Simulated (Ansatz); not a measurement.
Crystal: ZrS2.

```
CELL_PARAMETERS angstrom
3.69138 0.00000 0.00000
-1.84569 3.19683 0.00000
0.00000 0.00000 6.04108
ATOMIC_POSITIONS crystal
Zr 0.00000 0.00000 0.00000
S 0.33333 0.66667 0.23791
S 0.66667 0.33333 0.76209
```

The cell is a database's computed one.

Base run:

- Program: Ansatz 0.2.0
- Functional: PBEsol
- Potentials or basis: Ansatz PAW
- Cutoff: 420 eV
- Density cutoff: 1680 eV
- k mesh: 8 × 8 × 5
- Occupations: fermi-dirac, width 0.05 eV
- Spin: no spin polarisation

Its results: band gap on the k mesh 0.98 eV, indirect (least direct gap 1.58 eV); pressure -2.5 GPa; largest force 0.152 eV/Å.

The run is repeated on the same cell with these changes: functional from PBEsol to PBE; potentials or basis from Ansatz PAW to PseudoDojo stringent (PBE files); cutoff from 420 eV to 898 eV; density cutoff from 1680 eV to 3592 eV. What comes out?

Band gap on the k mesh 1.05 eV, indirect (least direct gap 1.63 eV); pressure 0.5 GPa; largest force 0.053 eV/Å.

Caveats: this functional lacks dispersion, which binds the layers, so the pressure and a relaxed spacing across them are unreliable; the PAW data sets come from PBE, with cores solved anew for the run's functional, which leaves a small shift of forces and pressure (some runs).

Not every run made on this cell is shown here.
